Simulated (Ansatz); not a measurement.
A relaxation computed with Ansatz, from input to last step.

```yaml
crystal:
  lattice:
    - [-1.5136889664, 1.5136889664, 2.2878022525]
    - [1.5136889664, -1.5136889664, 2.2878022525]
    - [1.5136889664, 1.5136889664, -2.2878022525]
  atoms:
    - { symbol: Co, position: [0.0, 0.0, 0.0], spin: 2.84 }
    - { symbol: O, position: [0.5, 0.5, 0.0], spin: 0.26 }
basis:
  ecutwfc: 420
kpoints:
  mp_grid: { grid: [16, 16, 16] }
hamiltonian:
  xc: pbe
  hubbard: { sites: [{ species: Co, l: d, u_eff: 3.32 }] }
scf:
  occupations: { method: gaussian, width: 0.01 }
output:
  forces: true
  stress: true
  eigenvalues: true
  populations: true
  write_density: true
  write_potential: true
  elf: true
  volumetric_format: npy
magnetization:
  spin_polarized: true
relax:
  adjacent_minimum: "off"
  f_tol: 0.01
  max_steps: 30
  cell: { stress_tol: 0.1, fix: [volume] }
```

```bash
ansatz run input.yaml --threads 1 --pin off --max-ram 2560MiB --backend cpu --events-out ev --progress --plain --runs-dir out
```

These are results of Ansatz 0.2.0, DFT PBE+U, scalar-relativistic, plane waves, PAW, not measurements.

The volume is held at 1.03 times that of the relaxed cell.

Of 4 frames 3 are shown, positions in Å and forces in eV/Å; the SCF threshold varies from step to step. Steps run on the plane waves of an earlier cell, with a Pulay correction in the pressure. The basis is chosen afresh for the last frame, the zero of the energies, and at times for earlier ones too; energy and pressure step there, also at an unchanged geometry.

```xyz
2
Lattice="-1.5137 1.5137 2.2878 1.5137 -1.5137 2.2878 1.5137 1.5137 -2.2878" Properties=species:S:1:pos:R:3:forces:R:3 pbc="T T T" step=1 free_energy_over_end_meV_per_atom=0.31 pressure_GPa=-4.74
Co    0.0000    0.0000    0.0000    0.0000    0.0000    0.0000
O     0.0000    0.0000    2.2878    0.0000    0.0000    0.0000
2
Lattice="-1.5126 1.5126 2.2911 1.5126 -1.5126 2.2911 1.5126 1.5126 -2.2911" Properties=species:S:1:pos:R:3:forces:R:3 pbc="T T T" step=2 free_energy_over_end_meV_per_atom=0.20 pressure_GPa=-4.67
Co    0.0000    0.0000    0.0000    0.0000    0.0000    0.0000
O     0.0000    0.0000    2.2911    0.0000    0.0000    0.0000
2
Lattice="-1.5090 1.5090 2.3020 1.5090 -1.5090 2.3020 1.5090 1.5090 -2.3020" Properties=species:S:1:pos:R:3:forces:R:3 pbc="T T T" step=4 free_energy_over_end_meV_per_atom=0.00 pressure_GPa=-4.43
Co    0.0000    0.0000    0.0000    0.0000    0.0000    0.0000
O     0.0000    0.0000    2.3020    0.0000    0.0000    0.0000
```

It took 2.2 min on 1 thread of Arm Neoverse V1 (shared host), peak memory 0.62 GiB.

The state reached may not be the lowest one. The cell holds one magnetic atom, so it can only be ferromagnetic; an antiferromagnetic order may lie lower.